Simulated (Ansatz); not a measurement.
## ZnS: S vacancy

Level of theory: PBEsol, collinear spin, scalar-relativistic; Ansatz, plane waves to 420 eV (PAW set soft_2), k-mesh 2×2×2 shifted by half a step.

The relaxed host crystal (Kohn–Sham gap 2.09 eV over the whole zone):

```yaml
crystal:
  lattice:
    - [0.00000, 2.67807, 2.67807]
    - [2.67807, 0.00000, 2.67807]
    - [2.67807, 2.67807, 0.00000]
  atoms:
    - { symbol: Zn, position: [0.00000, 0.00000, 0.00000] }
    - { symbol: S, position: [0.25000, 0.25000, 0.25000] }
```

Supercell of 32 atoms, rows of the matrix [[1,1,-3],[1,1,1],[1,-3,1]] times the cell vectors; S vacancy at (0.250, 0.250, 0.250) in fractions of the cell above. Atoms are relaxed at the host's cell, from a start shaken by 0.03 Å near the defect; charged cells sit in a uniform background.

Q: How does the lattice relax around the defect, and where do the electrons go?

A: Distances from the empty S site (Å), by shell of the perfect crystal:

```csv
shell,perfect crystal,charge +2,charge +1,charge 0
4 Zn,2.32,2.87,2.48 (2.46 to 2.49),1.99 (1.96 to 2.02)
```

```csv
charge,moment of the cell (μB),gap of the cell on the mesh (eV),carriers
+2,0.00,3.12,none in the bands
+1,1.00,0.36,none in the bands
0,0.00,2.27,none in the bands
```

On this mesh the host's own supercell has a gap of 3.74 eV.

Formation energy of the neutral defect: 3.79 eV, taking atoms from and to the elements' standard states (no corrections for gases), so it belongs to those chemical potentials alone.

Caveats: at charge +2: net starting moment lost; at charge 0: net starting moment lost; semilocal functionals make gaps too small, which shifts levels too; small supercell, so energies and levels can be off by tenths of an eV; one random start near the defect, so other minima are possible.

The four Zn neighbours move inward around the neutral vacancy and outward in both charged states, farthest at +2. This follows the filling of the symmetric vacancy orbital, built mainly from Zn 4s dangling hybrids. Two electrons in it bind the Zn atoms to one another across the empty site. Removing them weakens and then ends this attraction, leaving the cations to repel each other and settle towards their remaining S neighbours. The moments fit double, single and zero occupation of this orbital, and the small cell gap at +1 probably separates its filled and empty spin channels.

Such strong coupling between charge and relaxation favours negative-U behaviour, in which +1 would be unstable against +2 and neutral, but without formation energies for the charged cells this remains open. The neutral formation energy refers to the sulfur-rich limit, since the removed atom goes to elemental sulfur; zinc-rich conditions would lower it. The cell gaps don't place the vacancy level relative to the true band edges, so they can't establish whether the defect is a deep or shallow donor.
